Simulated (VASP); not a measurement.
# Dy (P6_3/mmc) in VASP: notebook

One crystal, Dy, is run at these levels: PBEsol; tasks: single point.

All numbers are computed with VASP 6.6.1; they aren't measurements. Logs are shortened: lines on timing, memory, paths and dates and some standing lists are left out, and cuts for length are marked.

## Step 1: The crystal as given

Symmetry: P6_3/mmc, No. 194, hexagonal system. Conventional cell: a = 3.590 Å, b = 3.590 Å, c = 5.647 Å, α = 90.00°, β = 90.00°, γ = 120.00°. Dy (site symmetry -6m2) is surrounded by 12 Dy at 3.50 to 3.59 Å.

## Step 2: Single point, PBEsol, collinear spin, ferromagnetic start

INCAR

```
SYSTEM = Dy
PREC     = Accurate       ! precision mode
ENCUT    = 340            ! plane-wave cutoff, eV
EDIFF    = 1E-6           ! SCF threshold, eV
ISMEAR   = 1              ! smearing method
SIGMA    = 0.2            ! smearing width, eV
LREAL    = .False.        ! projectors in reciprocal space
LASPH    = .True.         ! aspherical terms in the spheres
NELM     = 100            ! most SCF steps
ALGO     = Normal         ! electronic algorithm
ISIF     = 2              ! what is computed and relaxed
LWAVE    = .False.        ! write WAVECAR
LCHARG   = .False.        ! write CHGCAR
ISPIN    = 2              ! spin polarisation
MAGMOM   = 5 5            ! initial moments
LORBIT   = 11             ! projections on sites
LMAXMIX  = 6              ! l up to which the mixer works
GGA      = PS             ! functional
ADDGRID  = .False.
```

KPOINTS

```
regular mesh
0
Gamma
  8 8 4
  0 0 0
```

POSCAR

```
Dy
1.0
    3.5903000000      0.0000000000      0.0000000000
   -1.7951500000      3.1092910072      0.0000000000
    0.0000000000      0.0000000000      5.6475000000
Dy
2
Direct
    0.6390340000      0.3471240000      0.7350940000
    0.3239070000      0.6817830000      0.2438910000
```

Potentials or basis: VASP PAW PBE potentials, release 64 (Dy_3), 4f in core.

Launch:

```bash
$ cat potpaw_PBE.64/Dy_3/POTCAR > POTCAR
$ mpirun -np 1 vasp_std > vasp.out
```

OUTCAR:

```text
SYSTEM = Dy
   PREC = Accurate
   ENCUT = 340
   EDIFF = 1E-6
   ISMEAR = 1
   LREAL = .False.
   LASPH = .True.
   NELM = 100
   ISIF = 2
   ISPIN = 2
   LORBIT = 11
   GGA = PS

 Found    132 irreducible k-points:

 Following reciprocal coordinates:
            Coordinates               Weight
  0.000000  0.000000  0.000000      1.000000
  0.125000  0.000000  0.000000      2.000000
  0.000000  0.125000  0.000000      2.000000
 -0.125000  0.125000  0.000000      2.000000
  0.250000  0.000000  0.000000      2.000000
  0.000000  0.250000  0.000000      2.000000
   k-points           NKPTS =    132   k-points in BZ     NKDIM =    132   number of bands    NBANDS=     18
   number of dos      NEDOS =    301   number of ions     NIONS =      2
   total plane-waves  NPLWV =  20736
   dimension x,y,z NGX =    24 NGY =   24 NGZ =   36
   dimension x,y,z NGXF=    48 NGYF=   48 NGZF=   72
   ions per type =               2
   NGX,Y,Z   is equivalent  to a cutoff of  11.11, 11.11, 10.60 a.u.
   NGXF,Y,Z  is equivalent  to a cutoff of  22.23, 22.23, 21.19 a.u.
 SYSTEM =  Dy
   PREC   = accura    normal or accurate (medium, high low for compatibility)
   ISTART =      0    job   : 0-new  1-cont  2-samecut
   ICHARG =      2    charge: 1-file 2-atom 10-const
   ISPIN  =      2    spin polarized calculation?
   LNONCOLLINEAR =      F non collinear calculations
   LSORBIT =      F    spin-orbit coupling
   LASPH  =      T    aspherical Exc in radial PAW
   ENCUT  =  340.0 eV  24.99 Ry    5.00 a.u.   5.40  5.40  8.49*2*pi/ulx,y,z
   NELM   =    100;   NELMIN=  2; NELMDL= -5     # of ELM steps
   EDIFF  = 0.1E-05   stopping-criterion for ELM
   LREAL  =      F    real-space projection
   EDIFFG = 0.1E-04   stopping-criterion for IOM
   NSW    =      0    number of steps for IOM
   IBRION =     -1    ionic relax: 0-MD 1-quasi-New 2-CG
   NFREE  =      0    steps in history (QN), initial steepest desc. (CG)
   ISIF   =      2    stress and relaxation
   ISYM   =      2    0-nonsym 1-usesym 2-fastsym
   POTIM  = 0.5000    time-step for ionic-motion
   TEBEG  =    0.0;   TEEND  =   0.0 temperature during run
   PSTRESS=    0.0 pullay stress
   NELECT =      18.0000    total number of electrons
   NUPDOWN=      -1.0000    fix difference up-down
   EMIN   =  10.00;   EMAX   =-10.00  energy-range for DOS
   EFERMI =   0.00;   METHOD = LEGACY
   ISMEAR =     1;   SIGMA  =   0.20  broadening in eV -4-tet -1-fermi 0-gaus
   EFERMI_NEDOS =   21; number of points for ismear=-14 and -15
   IALGO  =     38    algorithm
   IMIX   =      4    mixing-type and parameters
     AMIX     =   0.40;   BMIX     =  1.00
     AMIX_MAG =   1.60;   BMIX_MAG =  1.00
  volume/ion in A,a.u.               =      31.52       212.72
  Fermi-wavevector in a.u.,A,eV,Ry     =   1.077994  2.037113 15.810927  1.162070
  Thomas-Fermi vector in A             =   2.213920
   LORBIT       =     11    0 simple, 1 ext, 2 COOP (PROOUT), +10 PAW based schemes
   GGA     = PS    functional components
   LHFCALC =     F    Hartree Fock is set to
   AEXX    =    0.0000 exact exchange contribution
   IVDW    =     0    specifies the selected vdW correction
   LEPSILON=     F    determine dielectric tensor
   LRPA    =     F    only Hartree local field effects (RPA)
 spin polarized calculation
 Methfessel and Paxton  Order N= 1 SIGMA  =   0.20
  energy-cutoff  :      340.00
  volume of cell :       63.04
 maximum number of plane-waves:       929
 NGX is ok and might be reduce to    24
   NGX = 11   NGY = 11   NGZ = 17

 number of electron      18.0000000 magnetization      10.0000000

 number of electron      18.0000000 magnetization       0.1158233

 Free energy of the ion-electron system (eV)
  ---------------------------------------------------
  ext. energy  EPLUGINS =         0.00000000
  ---------------------------------------------------
  free energy    TOTEN  =        -9.89662372 eV

  energy without entropy =       -9.88257233  energy(sigma->0) =       -9.89193993

 E-fermi :   3.0367     XC(G=0):  -9.9702

 val. band max:        3.0331642400   @ k =   0.3750   0.2500   0.5000
 cond. band min:       3.0383232140   @ k =   0.5000   0.5000   0.5000
 fundamental gap:      0.0051589740
 Fermi energy:         3.0366988042

 spin component 1

 k-point     1 :       0.0000    0.0000    0.0000
  band No.  band energies     occupation
      1     -20.5909      1.00000
      2     -20.0177      1.00000
      3     -20.0002      1.00000
      4     -19.9030      1.00000
      5     -19.8931      1.00000
      6     -19.8475      1.00000
[... 10 lines left out ...]
     17       8.1239      0.00000
     18       8.4415      0.00000

 k-point     2 :       0.1250    0.0000    0.0000
  band No.  band energies     occupation
      1     -20.5585      1.00000
      2     -20.0721      1.00000
      3     -20.0387      1.00000
      4     -19.9739      1.00000
      5     -19.9036      1.00000
      6     -19.8619      1.00000
[... 10 lines left out ...]
     17       8.6620      0.00000
     18       9.0233      0.00000

 k-point     3 :       0.0000    0.1250    0.0000
  band No.  band energies     occupation
      1     -20.5571      1.00000
      2     -20.0804      1.00000
      3     -20.0302      1.00000
      4     -19.9708      1.00000
      5     -19.9072      1.00000
      6     -19.8634      1.00000
[... 10 lines left out ...]
     17       8.5155      0.00000
     18       9.1752      0.00000

 k-point     4 :      -0.1250    0.1250    0.0000
  band No.  band energies     occupation
      1     -20.5561      1.00000
      2     -20.0852      1.00000
      3     -20.0256      1.00000
      4     -19.9678      1.00000
      5     -19.9102      1.00000
      6     -19.8645      1.00000
[... 10 lines left out ...]
     17       8.4618      0.00000
     18       9.2401      0.00000

 k-point     5 :       0.2500    0.0000    0.0000
  band No.  band energies     occupation
      1     -20.4725      1.00000
      2     -20.2427      1.00000
      3     -20.1363      1.00000
      4     -20.0905      1.00000
      5     -19.9298      1.00000
      6     -19.9052      1.00000
[... 10 lines left out ...]
     17       9.0545      0.00000
     18      10.4968      0.00000

 k-point     6 :       0.0000    0.2500    0.0000
  band No.  band energies     occupation
      1     -20.4665      1.00000
      2     -20.2467      1.00000
      3     -20.1370      1.00000
      4     -20.0841      1.00000
      5     -19.9322      1.00000
      6     -19.9117      1.00000
[... 10 lines left out ...]
     17       8.9639      0.00000
     18      10.6436      0.00000

 [... further k-points ...]

 spin component 2

 k-point     1 :       0.0000    0.0000    0.0000
  band No.  band energies     occupation
      1     -20.5763      1.00000
      2     -20.0028      1.00000
      3     -19.9856      1.00000
      4     -19.8887      1.00000
      5     -19.8785      1.00000
      6     -19.8351      1.00000
[... 10 lines left out ...]
     17       8.1438      0.00000
     18       8.4616      0.00000

 k-point     2 :       0.1250    0.0000    0.0000
  band No.  band energies     occupation
      1     -20.5440      1.00000
      2     -20.0572      1.00000
      3     -20.0238      1.00000
      4     -19.9593      1.00000
      5     -19.8890      1.00000
      6     -19.8494      1.00000
[... 10 lines left out ...]
     17       8.6817      0.00000
     18       9.0463      0.00000

 k-point     3 :       0.0000    0.1250    0.0000
  band No.  band energies     occupation
      1     -20.5426      1.00000
      2     -20.0654      1.00000
      3     -20.0154      1.00000
      4     -19.9561      1.00000
      5     -19.8927      1.00000
      6     -19.8509      1.00000
[... 10 lines left out ...]
     17       8.5354      0.00000
     18       9.1979      0.00000

 k-point     4 :      -0.1250    0.1250    0.0000
  band No.  band energies     occupation
      1     -20.5416      1.00000
      2     -20.0701      1.00000
      3     -20.0109      1.00000
      4     -19.9529      1.00000
      5     -19.8958      1.00000
      6     -19.8520      1.00000
[... 10 lines left out ...]
     17       8.4813      0.00000
     18       9.2630      0.00000

 k-point     5 :       0.2500    0.0000    0.0000
  band No.  band energies     occupation
      1     -20.4582      1.00000
      2     -20.2272      1.00000
      3     -20.1211      1.00000
      4     -20.0754      1.00000
      5     -19.9151      1.00000
      6     -19.8925      1.00000
[... 10 lines left out ...]
     17       9.0732      0.00000
     18      10.5252      0.00000

 k-point     6 :       0.0000    0.2500    0.0000
  band No.  band energies     occupation
      1     -20.4522      1.00000
      2     -20.2311      1.00000
      3     -20.1216      1.00000
      4     -20.0691      1.00000
      5     -19.9176      1.00000
      6     -19.8991      1.00000
[... 10 lines left out ...]
     17       8.9828      0.00000
     18      10.6718      0.00000

 [... further k-points ...]
[... 5 lines left out ...]
  --------------------------------------------------------------------------------------
  -------------------------------------------------------------------------------------
  Total       -0.6379695     -0.6235640     -0.8294772     -0.0722403      0.0015231      0.0192989
  in kB      -16.2129527    -15.8468627    -21.0798109     -1.8358706      0.0387073      0.4904490
  external PRESSURE =     -17.7132088 kB  Pullay stress =       0.0000000 kB

 VOLUME and BASIS-vectors are now :
 -----------------------------------------------------------------------------
  energy-cutoff  :      340.00
  volume of cell :       63.04
      direct lattice vectors                 reciprocal lattice vectors
     3.590300000  0.000000000  0.000000000     0.278528257  0.160808364  0.000000000
    -1.795150000  3.109291007  0.000000000     0.000000000  0.321616728  0.000000000
     0.000000000  0.000000000  5.647500000     0.000000000  0.000000000  0.177069500

 POSITION                                       TOTAL-FORCE (eV/Angst)
 -----------------------------------------------------------------------------------
      1.67118      1.07931      4.15144         0.065980      0.005536      0.138261
     -0.06098      2.11986      1.37737        -0.065980     -0.005536     -0.138261
 -----------------------------------------------------------------------------------
    total drift:                               -0.000003     -0.000002      0.000008

  FREE ENERGIE OF THE ION-ELECTRON SYSTEM (eV)
  ---------------------------------------------------
  free  energy   TOTEN  =        -9.8966237246 eV

  energy  without entropy=       -9.8825723343  energy(sigma->0) =       -9.89193993

 total charge

# of ion       s       p       d       tot
------------------------------------------
    1        0.444   6.388   1.101   7.933
    2        0.444   6.388   1.101   7.933
--------------------------------------------------
tot          0.889  12.775   2.202  15.866

 magnetization (x)

# of ion       s       p       d       tot
------------------------------------------
    1        0.001   0.014   0.028   0.043
    2        0.001   0.014   0.028   0.043
--------------------------------------------------
tot          0.002   0.028   0.056   0.086
```

It took 2 min on 1 thread of Intel Xeon Platinum 8488C (Sapphire Rapids), shared host; peak memory 0.25 GiB.

The run converged, but some of its settings lie outside the range that counts as converged, so its numbers aren't taken as properties of the crystal.

Results:

| Item | Value |
| --- | --- |
| Free energy | -9.8966 eV |
| Pressure | -1.8 GPa |
| Largest force | 0.153 eV/Å |
| Band gap on the k mesh | none (metal or under the smearing width) |
| Net moment | 0.12 μB per cell |
| Site moments | Dy +0.04 μB |
| Valence electrons inside the program's atomic spheres | Dy 7.93 |

Caveat: the magnetic or orbital state may not be the lowest; the PAW data sets were made with another functional, which shifts forces and pressure a little; spin-orbit coupling is left out, which moves the levels of the heavy elements; the 4f electrons are frozen in the core as for a trivalent ion, so they carry no moment and show no levels.

## Step 3: Single point, PBEsol, collinear spin, ferromagnetic start

Edit INCAR of step 2 so:

```diff
@@ -2,3 +2,3 @@
 PREC     = Accurate       ! precision mode
-ENCUT    = 340            ! plane-wave cutoff, eV
+ENCUT    = 280            ! plane-wave cutoff, eV
 EDIFF    = 1E-6           ! SCF threshold, eV
```

KPOINTS

```
regular mesh
0
Gamma
  9 9 5
  0 0 0
```

POSCAR

```
Dy
1.0
    3.5903000000      0.0000000000      0.0000000000
   -1.7951500000      3.1092910072      0.0000000000
    0.0000000000      0.0000000000      5.6475000000
Dy
2
Direct
    0.6666666667      0.3333333333      0.7500000000
    0.3333333333      0.6666666667      0.2500000000
```

Potentials or basis: VASP PAW PBE potentials, release 64 (Dy_3), 4f in core.

Launch:

```bash
$ cat potpaw_PBE.64/Dy_3/POTCAR > POTCAR
$ mpirun -np 1 vasp_std > vasp.out
```

Wall time 28 s (1 thread of Intel Xeon Platinum 8488C (Sapphire Rapids), shared host); peak memory 0.16 GiB.

The run converged, but some of its settings lie outside the range that counts as converged, so its numbers aren't taken as properties of the crystal.

What came out:

```
Free energy                                           : -9.9081 eV
Pressure                                              : -2.1 GPa
Band gap on the k mesh                                : none (metal or under the smearing width)
Net moment                                            : 0.00 μB per cell
Valence electrons inside the program's atomic spheres : Dy 7.93
```

Caveat: the magnetic or orbital state may not be the lowest; the PAW data sets were made with another functional, which shifts forces and pressure a little; spin-orbit coupling is left out, which moves the levels of the heavy elements; the 4f electrons are frozen in the core as for a trivalent ion, so they carry no moment and show no levels.
